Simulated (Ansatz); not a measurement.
# WSe₂: two normal modes frozen in

How does the energy of WSe2 (P-3m1, No. 164; 6 atoms in the cell) change over two coordinates at once? A grid of runs gives the map.

Program: Ansatz 0.2.0. Level of theory: DFT LDA, scalar-relativistic, plane waves, PAW. These are calculated values, not measurements.

5 further runs of the same task are left out: 5 set aside as unsound or not needed. Runs told in other sessions of the task aren't counted.

### Step 1. The system as given

Symmetry: P-3m1, No. 164, trigonal system. Conventional cell: a = 3.249 Å, b = 3.249 Å, c = 23.628 Å, α = 90.00°, β = 90.00°, γ = 120.00°. W (site symmetry 3m) is surrounded by 6 Se at 2.51 Å. Around Se (site symmetry 3m) lie 3 W at 2.51 Å.

Coordinates:

```cif
data_structure
_symmetry_space_group_name_H-M 'P-3m1'
_symmetry_Int_Tables_number 164
_cell_length_a 3.2486
_cell_length_b 3.2486
_cell_length_c 23.6283
_cell_angle_alpha 90.000
_cell_angle_beta 90.000
_cell_angle_gamma 120.000
_cell_volume 215.95
loop_
_atom_site_label
_atom_site_type_symbol
_atom_site_symmetry_multiplicity
_atom_site_Wyckoff_symbol
_atom_site_fract_x
_atom_site_fract_y
_atom_site_fract_z
_atom_site_occupancy
W1 W 2 d 0.66667 0.33333 0.13547 1
Se1 Se 2 d 0.33333 0.66667 0.20589 1
Se2 Se 2 d 0.66667 0.33333 0.93511 1
```

It goes back to an entry of the Materials Project, which need not be the stable form.

It is the result of an earlier relaxation at this level (volume 35.99 Å³/atom; gap on the mesh: 1.39 eV).

### Step 4. The grid

The energy is mapped over two normal modes frozen in (zone-centre modes of the cell shown).

- amplitude of mode 4 (18 cm⁻¹), largest displacement: 7 values from −0.6 to 0.6 Å
- amplitude of mode 11 (250 cm⁻¹), largest displacement: 7 values from −0.06 to 0.06 Å

Nothing else is relaxed (the cell and all other modes fixed). Energies count from the relaxed high-symmetry cell. Points are written as (first, second).

The patterns, per unit of each coordinate (Å):

| atom | x1 | y1 | z1 | x2 | y2 | z2 |
| --- | --- | --- | --- | --- | --- | --- |
| W1 | 0.987 | 0.000 | 0.000 | 0.847 | 0.000 | 0.000 |
| W2 | -0.987 | 0.000 | 0.000 | 0.001 | 0.000 | 0.000 |
| Se3 | 1.000 | 0.000 | 0.000 | -1.000 | 0.000 | 0.000 |
| Se4 | -0.970 | 0.000 | 0.000 | 0.000 | 0.000 | 0.000 |
| Se5 | 0.970 | 0.000 | 0.000 | -0.973 | 0.000 | 0.000 |
| Se6 | -1.000 | 0.000 | 0.000 | -0.001 | 0.000 | 0.000 |

(The set-up runs are not shown.)

### Step 5. Grid point (0.0 Å, −0.06 Å)

Input file input.yaml:

```yaml
crystal:
  lattice:
    - [3.2486079436, 0.0, 0.0]
    - [-1.6243039718, 2.8133770061, 0.0]
    - [0.0, 0.0, 23.6283233151]
  atoms:
    - { symbol: W, position: [0.651026176, 0.3333333333, 0.1354666708] }
    - { symbol: W, position: [0.333311512, 0.6666666667, 0.8645333292] }
    - { symbol: Se, position: [0.3518027827, 0.6666666667, 0.2058884835] }
    - { symbol: Se, position: [0.666674266, 0.3333333333, 0.935110139] }
    - { symbol: Se, position: [0.3512990228, 0.6666666667, 0.064889861] }
    - { symbol: Se, position: [0.6666849006, 0.3333333333, 0.7941115165] }
basis:
  ecutwfc: 420
kpoints:
  mp_grid: { grid: [9, 9, 2] }
hamiltonian:
  xc: lda
  pseudopotentials: { kind: paw, azcp: { folder: soft_1 } }
scf:
  occupations: { method: gaussian, width: 0.05 }
output:
  forces: true
  stress: true
  eigenvalues: true
```

Launch:

```
$ ansatz run input.yaml --threads 2 --pin off --max-ram 4096MiB --backend cpu --events-out ev --progress --plain --runs-dir out
```

Further runs follow: the other points that were computed.

Before running it: what results should come out? Wanted: lowest point; highest computed point; modes; largest force on an atom.

**Answer**, as computed:

| quantity | value |
| --- | --- |
| lowest point | (0.0 Å, 0.00 Å), 0 meV |
| highest computed point | (−0.6 Å, −0.06 Å), 213 meV above the lowest |
| modes | 18 from 0 to 311 cm⁻¹ |
| largest force on an atom (eV/Å) | 0.00 at (0.0 Å, 0.00 Å) to 2.19 at (−0.4 Å, −0.06 Å); 0.00 at the lowest point |
| time for all points | 36 min on 2 threads, shared host |

**Reading.** The cell is stable against its own zone-centre modes, which says nothing of other wave vectors. The lowest computed point is at (0.0 Å, 0.00 Å), which is the relaxed high-symmetry cell itself. No other kind of well shows on this grid. The highest computed point, (−0.6 Å, −0.06 Å), lies 213 meV above the lowest. Round the minimum the two coordinates are nearly uncoupled. These runs have no spin-orbit coupling; with W it would split and shift bands.
